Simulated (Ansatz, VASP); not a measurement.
# Na: VASP beside Ansatz

```
Na
1.0
     0.00000    2.96891    2.96891
     2.96891    0.00000    2.96891
     2.96891    2.96891    0.00000
Na
2
Direct
  0.87500 0.87500 0.87500
  0.12500 0.12500 0.12500
```

Change from the starting cell: volume scaled by 0.5, PAW files.

Alike in both runs: task single point; functional PBEsol; k mesh 9 × 9 × 9; occupations fermi-dirac, width 0.08 eV; no spin polarisation.

|  | VASP | Ansatz |
| --- | --- | --- |
| version | VASP 6.6.1 | Ansatz 0.2.0 |
| potentials or method | VASP PAW PBE potentials, release 64 (Na_pv) | PAW with Ansatz's default frozen-core files, scalar-relativistic |
| plane-wave cutoff (eV) | 520 | 420 |
| valence electrons in the cell | 14 | 18 |

```csv
,VASP,Ansatz,Ansatz less VASP
pressure (GPa),7.2,7.2,-0.02
```

The two sets of potentials don't hold the same shells in valence.

Caveats: the PAW data sets were made with another functional, which shifts forces and pressure a little (VASP).
